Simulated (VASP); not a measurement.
## Si: single point with r2SCAN

Crystal: Si.

```xyz
2
Lattice="0.0000 2.7331 2.7141 2.7331 0.0000 2.7141 2.7331 2.7331 0.0000" Properties=species:S:1:pos:R:3 pbc="T T T"
Si    0.0000    0.0000    0.0000
Si    1.3665    1.3665    1.3570
```

The cell isn't the ideal one: strained cell.

```yaml
Program: VASP 6.6.1
Task: single point
Functional: r2SCAN
Potentials_or_basis: VASP PAW PBE potentials, release 64 (Si)
Cutoff: 520 eV
k_mesh: 8 × 8 × 8
Occupations: gaussian, width 0.02 eV
Spin: no spin polarisation
Dipole_correction: no
Further_INCAR_settings: ALGO = Normal; EDIFF = 1e-06; NBANDS = 11
```

- Pressure: -0.7 GPa
- Band gap on the k mesh: 0.75 eV, indirect (least direct gap 2.70 eV)

Stress tensor (GPa, compression positive):
```
-0.96  0.00  0.00
 0.00 -0.96  0.00
 0.00  0.00 -0.22
```

Levels at points of the mesh, in eV from the valence-band top:
| k point | band 1 | band 2 | band 3 | band 4 | band 5 | band 6 | band 7 | band 8 |
| --- | --- | --- | --- | --- | --- | --- | --- | --- |
| (0.00, 0.00, 0.00) | -12.47 | -0.05 | -0.05 | 0.00 | 2.70 | 2.73 | 2.73 | 3.80 |
| (0.50, 0.00, 0.00) | -10.05 | -7.24 | -1.33 | -1.26 | 1.80 | 3.53 | 3.59 | 8.28 |
| (0.50, 0.50, 0.00) | -8.12 | -8.12 | -3.05 | -3.05 | 0.87 | 0.87 | 10.73 | 10.73 |
| (0.50, 0.00, 0.50) | -8.16 | -8.16 | -2.99 | -2.99 | 0.93 | 0.93 | 10.73 | 10.73 |

Wall time 65 s on 1 thread of Intel(R) Xeon(R) 6975P-C (Granite Rapids), with other jobs on the host, peak memory 0.17 GiB.

Caveat: the PAW data sets were made with another functional, which shifts forces and pressure a little. A k mesh can miss the band edges.
